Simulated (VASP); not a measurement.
A run of VASP 6.6.1 is set up as follows.

Contents of INCAR:

```
SYSTEM = PbS
ALGO = Normal
EDIFF = 1E-7
ENCUT = 520
GGA = PE
ISIF = 2
ISMEAR = 0
LASPH = .True.
LCHARG = .False.
LREAL = .False.
LWAVE = .False.
NBANDS = 28
NELM = 100
PREC = Accurate
SIGMA = 0.1
```

The input KPOINTS:

```
k-points
0
Gamma
  4 4 2
  0 0 0
```

POSCAR

```
PbS
1.0
    2.9405000000     -2.9000000000      0.0000000000
    2.9405000000      2.9000000000      0.0000000000
   -1.0800500000      0.0000000000     11.7092900000
Pb S
2 2
Direct
    0.7756000000      0.7756000000      0.6363800000
    0.2244000000      0.2244000000      0.3636200000
    0.2684000000      0.2684000000      0.5986000000
    0.7316000000      0.7316000000      0.4014000000
```

Potentials or basis: VASP PAW PBE potentials, release 64 (Pb_d, S).

Launch:

```sh
$ cat potpaw_PBE.64/Pb_d/POTCAR potpaw_PBE.64/S/POTCAR > POTCAR
$ mpirun -np 1 vasp_std > vasp.out
```

(1) Predict the largest force.

(2) Estimate the band gap on the k mesh.

## Answers

(1) 0.408 eV/Å.

(2) 1.25 eV, direct.

Caveat: spin-orbit coupling is left out, which as a rule narrows the gap of such compounds by several tenths of an eV.
